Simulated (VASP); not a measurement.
# MoS2 (P6_3/mmc) in VASP: settings compared, part 2 of 2

VASP 6.6.1. The steps go on from the part before.

**3. Relaxation of cell and atoms, PBE**

This run uses another cell than the first one, of 18.99 Å³/atom, 1.063 times its volume.

File INCAR:

```
SYSTEM = MoS2
ALGO = Normal ; EDIFF = 1E-7
EDIFFG = -0.005 ; ENCUT = 300
GGA = PE ; IBRION = 2
ISIF = 3 ; ISMEAR = 0
KPAR = 2 ; LASPH = .True.
LCHARG = .False. ; LREAL = .False.
LWAVE = .False. ; NELM = 80
NSW = 90 ; PREC = Accurate
SIGMA = 0.03
```

File KPOINTS:

```
k-points
0
Gamma
  6 6 2
  0 0 0
```

File POSCAR:

```
MoS2                                    
1.0
    3.1789314454      0.0000000000      0.0000000000
   -1.5894657227      2.7530353887      0.0000000000
    0.0000000000      0.0000000000     13.0199305389
  Mo              S             
     2     4
Direct
     0.3333333332999970    0.6666666667000030    0.2500000000000000
     0.6666666667000030    0.3333333332999970    0.7500000000000000
     0.3333333332999970    0.6666666667000030    0.6299036545613338
     0.6666666667000030    0.3333333332999970    0.1299036545613337
     0.3333333332999970    0.6666666667000030    0.8700963454386662
     0.6666666667000030    0.3333333332999970    0.3700963454386663
```

Potentials or basis: VASP PAW PBE potentials, release 64 (Mo, S).

Command:

```sh
> cat potpaw_PBE.64/Mo/POTCAR potpaw_PBE.64/S/POTCAR > POTCAR
> mpirun -np 2 vasp_std > vasp.out
```

OUTCAR:

```text
SYSTEM = MoS2
   EDIFF = 1E-7
   EDIFFG = -0.005
   ENCUT = 300
   GGA = PE
   IBRION = 2
   ISIF = 3
   ISMEAR = 0
   LASPH = .True.
   LREAL = .False.
   NELM = 80
   NSW = 90
   PREC = Accurate

 ion  position               nearest neighbor table
   1  0.333  0.667  0.250-   4 2.41   6 2.41   4 2.41   6 2.41   4 2.41   6 2.41
   2  0.667  0.333  0.750-   3 2.41   5 2.41   3 2.41   5 2.41   3 2.41   5 2.41
   3  0.333  0.667  0.630-   2 2.41   2 2.41   2 2.41
   4  0.667  0.333  0.130-   1 2.41   1 2.41   1 2.41
   5  0.333  0.667  0.870-   2 2.41   2 2.41   2 2.41
   6  0.667  0.333  0.370-   1 2.41   1 2.41   1 2.41

  LATTYP: Found a hexagonal cell.
 ALAT       =     3.1789314454
 C/A-ratio  =     4.0956940288

  Lattice vectors:

 A1 = (   3.1789314454,   0.0000000000,   0.0000000000)
 A2 = (  -1.5894657227,   2.7530353887,   0.0000000000)
 A3 = (   0.0000000000,   0.0000000000,  13.0199305389)

Analysis of symmetry for initial positions (statically):
=====================================================================
 Subroutine PRICEL returns:
 Original cell was already a primitive cell.

 Routine SETGRP: Setting up the symmetry group for a
[... 171 lines left out ...]

------------------------ aborting loop because EDIFF is reached ----------------------------------------

  FORCE on cell =-STRESS in cart. coord.  units (eV):
  Direction    XX          YY          ZZ          XY          YZ          ZX
  --------------------------------------------------------------------------------------
  -------------------------------------------------------------------------------------
  Total        0.0478515      0.0478515      0.2385066      0.0000000      0.0000000     -0.0000000
  in kB        0.6728294      0.6728294      3.3535851      0.0000000      0.0000000     -0.0000000
  external PRESSURE =       1.5664146 kB  Pullay stress =       0.0000000 kB
[... 101 lines left out ...]
  FREE ENERGIE OF THE ION-ELECTRON SYSTEM (eV)
  ---------------------------------------------------
  free  energy   TOTEN  =       -43.5559225545 eV

  energy  without entropy=      -43.5559225545  energy(sigma->0) =      -43.55592255

[... ionic steps 4 to 11 ...]

--------------------------------------- Ionic step       12  -------------------------------------------

 number of electron      36.0000023 magnetization

------------------------ aborting loop because EDIFF is reached ----------------------------------------
[... 75 lines left out ...]
--------------------------------------- Ionic step       14  -------------------------------------------

 number of electron      36.0000022 magnetization

 Free energy of the ion-electron system (eV)
  ---------------------------------------------------
  ext. energy  EPLUGINS =         0.00000000
  ---------------------------------------------------
  free energy    TOTEN  =       -43.55806752 eV

  energy without entropy =      -43.55806752  energy(sigma->0) =      -43.55806752

 E-fermi :   4.8227     XC(G=0): -10.1782

 val. band max:        4.6976573577   @ k =   0.0000   0.0000   0.0000
 cond. band min:       5.9572511623   @ k =   0.1667   0.1667   0.0000
 fundamental gap:      1.2595938047
 Fermi energy:         4.8227360615

 k-point     1 :       0.0000    0.0000    0.0000
  band No.  band energies     occupation
      1      -9.8464      2.00000
      2      -9.7421      2.00000
      3      -8.6693      2.00000
      4      -8.4940      2.00000
      5      -1.5940      2.00000
      6      -1.0569      2.00000
[... 372 lines left out ...]
  FREE ENERGIE OF THE ION-ELECTRON SYSTEM (eV)
  ---------------------------------------------------
  free  energy   TOTEN  =       -43.5580675215 eV

  energy  without entropy=      -43.5580675215  energy(sigma->0) =      -43.55806752

 reached required accuracy - stopping structural energy minimisation
```

CONTCAR:

```text
MoS2
   1.00000000000000
     3.1784342514823121   -0.0000000000000000   -0.0000000000000000
    -1.5892171257411560    2.7526048061366275    0.0000000000000000
    -0.0000000000000000    0.0000000000000000   13.2616915633131427
  Mo              S
     2     4
Direct
     0.3333333332999970    0.6666666667000030    0.2500000000000000
     0.6666666667000030    0.3333333332999970    0.7500000000000000
     0.3333333332999970    0.6666666667000030    0.6320391253754236
     0.6666666667000030    0.3333333332999970    0.1320391253754240
     0.3333333332999970    0.6666666667000030    0.8679608746245764
     0.6666666667000030    0.3333333332999970    0.3679608746245761

  0.00000000E+00  0.00000000E+00  0.00000000E+00
  0.00000000E+00  0.00000000E+00  0.00000000E+00
  0.00000000E+00  0.00000000E+00  0.00000000E+00
  0.00000000E+00  0.00000000E+00  0.00000000E+00
  0.00000000E+00  0.00000000E+00  0.00000000E+00
  0.00000000E+00  0.00000000E+00  0.00000000E+00
```

It took 2.1 min on 2 MPI ranks of AMD EPYC 7R13 (Zen 3), shared host; peak memory 0.14 GiB.

Results:

```yaml
Free_energy: -43.5581 eV
Relaxed_volume: 19.34 Å³/atom
Relaxed_cell: a = 3.178 Å, b = 3.178 Å, c = 13.262 Å, α = 90.00°, β = 90.00°, γ = 120.00°
Space_group_after_relaxing_to_0.05_Å: P6_3/mmc (No. 194)
Energy_gained_by_relaxing: 0.4 meV/atom
Ionic_steps: 14
Pressure_after_relaxing: 0.0 GPa
Band_gap_on_the_k_mesh: 1.26 eV, indirect (least direct gap 1.65 eV)
```

The path:
| step | energy change (eV) | largest force (eV/Å) | pressure (GPa) | volume (Å³) |
| --- | --- | --- | --- | --- |
| 1 | 0.0000 | 0.0034 | 0.16 | 113.95 |
| 2 | 0.0000 | 0.0644 | -0.23 | 114.25 |
| 3 | -0.0001 | 0.0358 | -0.05 | 114.11 |
| 4 | -0.0004 | 0.0344 | -0.01 | 114.19 |
| 5 | -0.0010 | 0.0298 | 0.11 | 114.42 |
| 6 | -0.0011 | 0.0192 | 0.35 | 114.87 |
| 7 | -0.0012 | 0.0238 | 0.24 | 114.67 |
| 8 | -0.0013 | 0.0248 | 0.21 | 114.75 |
| 9 | -0.0016 | 0.0279 | 0.14 | 114.99 |
| 10 | -0.0020 | 0.0340 | -0.02 | 115.48 |
| 11 | -0.0019 | 0.0454 | -0.31 | 116.45 |
| 12 | -0.0021 | 0.0390 | -0.15 | 115.93 |
| 13 | -0.0023 | 0.0048 | -0.01 | 116.02 |
| 14 | -0.0023 | 0.0004 | 0.02 | 116.03 |

Final structure:
```xyz
6
Lattice="3.1784 0.0000 0.0000 -1.5892 2.7526 0.0000 0.0000 0.0000 13.2617" Properties=species:S:1:pos:R:3 pbc="T T T"
Mo    0.0000    1.8351    3.3154
Mo    1.5892    0.9175    9.9463
S     0.0000    1.8351    8.3819
S     1.5892    0.9175    1.7511
S     0.0000    1.8351   11.5106
S     1.5892    0.9175    4.8798
```

Caveat: the cutoff is under 1.25 times the usual one of these potentials, so pressure, stress and relaxed cells hold a basis-set (Pulay) error; this functional lacks dispersion, which binds the layers, so the pressure and a relaxed spacing across them are unreliable.

**4. Relaxation of cell and atoms, PBE+D3(BJ)**

File INCAR:

```
PREC     = Accurate       # precision mode
ENCUT    = 600            # plane-wave cutoff, eV
EDIFF    = 1E-6           # SCF threshold, eV
ISMEAR   = 0              # smearing method
SIGMA    = 0.03           # smearing width, eV
LREAL    = F              # projectors in reciprocal space
LASPH    = T              # aspherical terms in the spheres
NELM     = 80             # most SCF steps
ALGO     = Normal         # electronic algorithm
ISIF     = 3              # what is computed and relaxed
LWAVE    = F              # write WAVECAR
LCHARG   = F              # write CHGCAR
GGA      = PE             # functional
IVDW     = 12             # dispersion correction
IBRION   = 2              # ionic algorithm
NSW      = 90             # ionic steps
EDIFFG   = -0.01          # ionic threshold
KPAR     = 2
```

File KPOINTS:

```
regular mesh
0
Gamma
  12 12 3
```

File POSCAR:

```
MoS2
1.0
    3.1690000000      0.0000000000      0.0000000000
   -1.5845000000      2.7444345046      0.0000000000
    0.0000000000      0.0000000000     12.3240000000
Mo S
2 4
Direct
    0.3333333333      0.6666666667      0.2500000000
    0.6666666667      0.3333333333      0.7500000000
    0.3333333333      0.6666666667      0.6230000000
    0.6666666667      0.3333333333      0.1230000000
    0.3333333333      0.6666666667      0.8770000000
    0.6666666667      0.3333333333      0.3770000000
```

Potentials or basis: VASP PAW PBE potentials, release 64 (Mo_sv, S).

Command:

```sh
> cat potpaw_PBE.64/Mo_sv/POTCAR potpaw_PBE.64/S/POTCAR > POTCAR
> mpirun -np 2 vasp_std > vasp.out
```

It took 9.7 min on 2 MPI ranks of Intel Xeon 6975P-C (Granite Rapids), shared host; peak memory 0.34 GiB.

It converged, with:

```yaml
Free_energy: -46.1731 eV
Relaxed_volume: 17.30 Å³/atom
Relaxed_cell: a = 3.149 Å, b = 3.149 Å, c = 12.089 Å, α = 90.00°, β = 90.00°, γ = 120.00°
Space_group_after_relaxing_to_0.05_Å: P6_3/mmc (No. 194)
Energy_gained_by_relaxing: 2.8 meV/atom
Ionic_steps: 11
Pressure_after_relaxing: 0.0 GPa
Band_gap_on_the_k_mesh: 0.80 eV, indirect (least direct gap 1.71 eV)
Dispersion_energy_per_atom: -0.438 eV
```

Step by step:
```
step  energy change (eV)  largest force (eV/Å)  pressure (GPa)  volume (Å³)
   1              0.0000                0.0753           -2.05       107.18
   2              0.0163                0.5260            3.47       103.67
   3             -0.0088                0.1417           -0.09       105.86
   4             -0.0114                0.0580           -0.06       105.44
   5             -0.0115                0.0366           -0.07       105.33
   6             -0.0130                0.0355           -0.03       105.08
   7             -0.0160                0.0313            0.07       104.31
   8             -0.0149                0.0206            0.41       102.76
   9             -0.0168                0.0313            0.21       103.72
  10             -0.0145                0.1359           -1.02       104.15
  11             -0.0169                0.0015           -0.01       103.80
```

Final structure:
```
Mo S
1.0
     3.14878    0.00000    0.00000
    -1.57439    2.72692    0.00000
     0.00000    0.00000   12.08852
Mo S
2 4
Direct
  0.33333 0.66667 0.25000
  0.66667 0.33333 0.75000
  0.33333 0.66667 0.62053
  0.66667 0.33333 0.12053
  0.33333 0.66667 0.87947
  0.66667 0.33333 0.37947
```

Levels at points of the mesh, in eV from the valence-band top:
| k point | band 24 | band 25 | band 26 | band 27 | band 28 | band 29 |
| --- | --- | --- | --- | --- | --- | --- |
| (0.00, 0.00, 0.00) | -1.27 | -1.11 | 0.00 | 2.09 | 2.09 | 2.13 |
| (0.50, 0.00, 0.00) | -1.52 | -1.49 | -1.33 | 1.62 | 1.68 | 2.00 |

Caveat: an odd mesh through Γ misses points on the zone boundary, where band edges often lie. PBE gaps usually lie below the measured ones, often by a third to a half.

**5. Relaxation of cell and atoms, PBE+D3(BJ)**

This run uses another cell than the first one, of 17.30 Å³/atom, 0.968 times its volume.

INCAR: that of step 4 with these lines changed.

```diff
@@ -2,3 +2,3 @@
 ENCUT    = 600            # plane-wave cutoff, eV
-EDIFF    = 1E-6           # SCF threshold, eV
+EDIFF    = 1E-7           # SCF threshold, eV
 ISMEAR   = 0              # smearing method
@@ -16,3 +16,3 @@
 NSW      = 90             # ionic steps
-EDIFFG   = -0.01          # ionic threshold
+EDIFFG   = -0.005         # ionic threshold
 KPAR     = 2
```

KPOINTS is that of step 4.

File POSCAR:

```
MoS2                                    
1.0
    3.1487811847      0.0000000000     -0.0000000000
   -1.5743905923      2.7269244969      0.0000000000
    0.0000000000      0.0000000000     12.0885171618
  Mo              S             
     2     4
Direct
     0.3333333332999970    0.6666666667000030    0.2500000000000000
     0.6666666667000030    0.3333333332999970    0.7500000000000000
     0.3333333332999970    0.6666666667000030    0.6205253139512723
     0.6666666667000030    0.3333333332999970    0.1205253139512724
     0.3333333332999970    0.6666666667000030    0.8794746860487277
     0.6666666667000030    0.3333333332999970    0.3794746860487276
```

Potentials or basis: VASP PAW PBE potentials, release 64 (Mo_sv, S).

Command:

```sh
> cat potpaw_PBE.64/Mo_sv/POTCAR potpaw_PBE.64/S/POTCAR > POTCAR
> mpirun -np 2 vasp_std > vasp.out
```

OUTCAR:

```text
PREC = Accurate
   ENCUT = 600
   EDIFF = 1E-7
   ISMEAR = 0
   LREAL = F
   LASPH = T
   NELM = 80
   ISIF = 3
   GGA = PE
   IVDW = 12
   IBRION = 2
   NSW = 90
   EDIFFG = -0.005
 IVDW          = 12

 ion  position               nearest neighbor table
   1  0.333  0.667  0.250-   4 2.40   6 2.40   4 2.40   6 2.40   4 2.40   6 2.40
   2  0.667  0.333  0.750-   3 2.40   5 2.40   3 2.40   5 2.40   3 2.40   5 2.40
   3  0.333  0.667  0.621-   2 2.40   2 2.40   2 2.40
   4  0.667  0.333  0.121-   1 2.40   1 2.40   1 2.40
   5  0.333  0.667  0.879-   2 2.40   2 2.40   2 2.40
   6  0.667  0.333  0.379-   1 2.40   1 2.40   1 2.40

  LATTYP: Found a hexagonal cell.
 ALAT       =     3.1487811847
 C/A-ratio  =     3.8391099453

  Lattice vectors:

 A1 = (   3.1487811847,   0.0000000000,   0.0000000000)
 A2 = (  -1.5743905923,   2.7269244969,   0.0000000000)
 A3 = (   0.0000000000,   0.0000000000,  12.0885171618)

Analysis of symmetry for initial positions (statically):
=====================================================================
[... 189 lines left out ...]
 fundamental gap:      0.8003596253
 Fermi energy:         8.1201604152

 k-point     1 :       0.0000    0.0000    0.0000
  band No.  band energies     occupation
      1     -53.5849      2.00000
      2     -53.5849      2.00000
      3     -27.7498      2.00000
      4     -27.7497      2.00000
      5     -27.5078      2.00000
      6     -27.5078      2.00000
[... 805 lines left out ...]
     30       9.8174      0.00000
     31      10.7021      0.00000

 [... further k-points ...]

------------------------ aborting loop because EDIFF is reached ----------------------------------------

 Edisp (eV)   -2.62633

 E8    (eV) :    -1.0590

  FORCE on cell =-STRESS in cart. coord.  units (eV):
  Direction    XX          YY          ZZ          XY          YZ          ZX
  --------------------------------------------------------------------------------------
  -------------------------------------------------------------------------------------
  Total      -0.00995    -0.00995    -0.01253    -0.00000     0.00000     0.00000
  in kB      -0.15355    -0.15355    -0.19342    -0.00000     0.00000     0.00000
  external pressure =       -0.17 kB  Pullay stress =        0.00 kB

 VOLUME and BASIS-vectors are now :
 -----------------------------------------------------------------------------
  energy-cutoff  :      600.00
  volume of cell :      103.80
      direct lattice vectors                 reciprocal lattice vectors
     3.148781185  0.000000000  0.000000000     0.317583198  0.183356745  0.000000000
    -1.574390592  2.726924497  0.000000000     0.000000000  0.366713490  0.000000000
     0.000000000  0.000000000 12.088517162     0.000000000  0.000000000  0.082723132

 POSITION                                       TOTAL-FORCE (eV/Angst)
 -----------------------------------------------------------------------------------
     -0.00000      1.81795      3.02213        -0.000000      0.000000      0.000000
      1.57439      0.90897      9.06639         0.000000     -0.000000      0.000000
     -0.00000      1.81795      7.50123        -0.000000      0.000000     -0.001953
      1.57439      0.90897      1.45697         0.000000     -0.000000     -0.001953
     -0.00000      1.81795     10.63154        -0.000000      0.000000      0.001953
      1.57439      0.90897      4.58729         0.000000     -0.000000      0.001953
 -----------------------------------------------------------------------------------
    total drift:                               -0.000000      0.000000     -0.000000

  FREE ENERGIE OF THE ION-ELECTRON SYSTEM (eV)
  ---------------------------------------------------
  free  energy   TOTEN  =       -46.1718077955 eV

  energy  without entropy=      -46.1718077955  energy(sigma->0) =      -46.17180780

 reached required accuracy - stopping structural energy minimisation
```

CONTCAR:

```text
MoS2
   1.00000000000000
     3.1487811846999998    0.0000000000000000    0.0000000000000000
    -1.5743905922999999    2.7269244969000002    0.0000000000000000
     0.0000000000000000    0.0000000000000000   12.0885171618000005
  Mo              S
     2     4
Direct
     0.3333333332999970    0.6666666667000030    0.2500000000000000
     0.6666666667000030    0.3333333332999970    0.7500000000000000
     0.3333333332999970    0.6666666667000030    0.6205253139512692
     0.6666666667000030    0.3333333332999970    0.1205253139512692
     0.3333333332999970    0.6666666667000030    0.8794746860487308
     0.6666666667000030    0.3333333332999970    0.3794746860487308

  0.00000000E+00  0.00000000E+00  0.00000000E+00
  0.00000000E+00  0.00000000E+00  0.00000000E+00
  0.00000000E+00  0.00000000E+00  0.00000000E+00
  0.00000000E+00  0.00000000E+00  0.00000000E+00
  0.00000000E+00  0.00000000E+00  0.00000000E+00
  0.00000000E+00  0.00000000E+00  0.00000000E+00
```

Wall time 62 s (2 MPI ranks of Intel Xeon 6975P-C (Granite Rapids), shared host); peak memory 0.31 GiB.

What came out:

| Item | Value |
| --- | --- |
| Free energy | -46.1718 eV |
| Pressure after relaxing | 0.0 GPa |
| Band gap on the k mesh | 0.80 eV, indirect (least direct gap 1.71 eV) |
| Dispersion energy per atom | -0.438 eV |

Final structure:
```
Mo S
1.0
     3.14878    0.00000    0.00000
    -1.57439    2.72692    0.00000
     0.00000    0.00000   12.08852
Mo S
2 4
Direct
  0.33333 0.66667 0.25000
  0.66667 0.33333 0.75000
  0.33333 0.66667 0.62053
  0.66667 0.33333 0.12053
  0.33333 0.66667 0.87947
  0.66667 0.33333 0.37947
```

Levels at points of the mesh, in eV from the valence-band top:
```tsv
k point	band 23	band 24	band 25	band 26	band 27	band 28	band 29	band 30
(0.00, 0.00, 0.00)	-2.15	-1.27	-1.11	0.00	2.09	2.09	2.13	2.13
(0.50, 0.00, 0.00)	-1.78	-1.52	-1.49	-1.33	1.62	1.68	2.00	2.31
```

Caveat: the relaxation stopped at its first step, so nothing moved; an odd mesh through Γ misses points on the zone boundary, where band edges often lie.
